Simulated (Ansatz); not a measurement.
Runs of Ansatz 0.2.0 on Sn. Symmetry: I4_1/amd, No. 141, tetragonal system. The conventional cell has a = 5.880 Å, b = 5.880 Å, c = 3.199 Å, α = 90.00°, β = 90.00°, γ = 90.00°. Around Sn (site symmetry -4m2) lie 6 Sn at 3.05 to 3.20 Å. 

| task | level | spin | k mesh | cutoff (eV) | q mesh | points for each segment of the path | atoms under strain | gap on the mesh (eV) | pressure (GPa) | V0 of scaled cells (Å³/atom) | B0 (GPa) |
| --- | --- | --- | --- | --- | --- | --- | --- | --- | --- | --- | --- |
| phonons | PBEsol | off | 8 × 8 × 8 | 420 | 2 × 2 × 2 | 8 | - | none | - | - | - |
| equation of state | r2SCAN | off | 9 × 9 × 9 | 500 | - | - | - | - | - | (a) | 54 |
| equation of state | LDA | off | 9 × 9 × 9 | 420 | - | - | - | - | - | (b) | 60 |
| elastic constants | PBEsol | off | 8 × 8 × 8 | 420 | - | - | relaxed | none | -1.4 | - | - |
| band structure | PBEsol | SOC, no magnetisation | 9 × 9 × 9 | 420 | - | 14 | - | none | -1.5 | - | - |

Alike in all rows: potentials or basis Ansatz PAW; cell as given; smearing fermi-dirac 0.05 eV.

Task: Fill in the values left out.

Result: (a) 27.60; (b) 26.19.

Caveats: the PAW data sets come from PBE, with cores solved anew for the run's functional, which leaves a small shift of forces and pressure (some runs); the cell was scaled at fixed shape and fractional positions, which overstates the stiffness of a crystal with free parameters, most of all of layers and chains (some runs); the PAW data sets were made with another functional, which shifts forces and pressure a little (some runs); the elastic tensor has a negative eigenvalue, so either the cell is unstable as it stands or the mesh is too thin (some runs).

A k mesh can miss the band edges, and rows without SOC leave out spin-orbit coupling on Sn.

A gap of «none» marks a metal or a gap under the smearing width.

Runs at the PBE level aren't shown here.
